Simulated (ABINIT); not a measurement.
The system is BaS.

```
CELL_PARAMETERS angstrom
0.00000 3.19375 3.19375
3.19375 0.00000 3.19375
3.19375 3.19375 0.00000
ATOMIC_POSITIONS crystal
Ba 0.00000 0.00000 0.00000
S 0.50000 0.50000 0.50000
```

Program: ABINIT 10.8.3 (patched build). Alike in all runs: cell as given; smearing fermi-dirac 0.05 eV. Hardware: 1 thread of Arm Neoverse V1, on a shared host.

Question: Order these runs on this cell by their wall time, lowest first.
A. task band structure; level LDA; potentials or basis PseudoDojo NC SR LDA v0.4 stringent; spin off; k mesh 7 × 7 × 7; cutoff (eV) 735
B. task band structure; level PBEsol; potentials or basis JTH PAW PBE v2.0; spin SOC, no magnetisation; k mesh 7 × 7 × 7; cutoff (eV) 544; fine-grid cutoff 1088.46 eV
C. task single point; level PBEsol; potentials or basis JTH PAW PBE v2.0; spin off; k mesh 9 × 9 × 9; cutoff (eV) 544; fine-grid cutoff 1088.46 eV

Answer: C (32 s), A (90 s), B (290 s).

Runs at the PBE level aren't shown here.
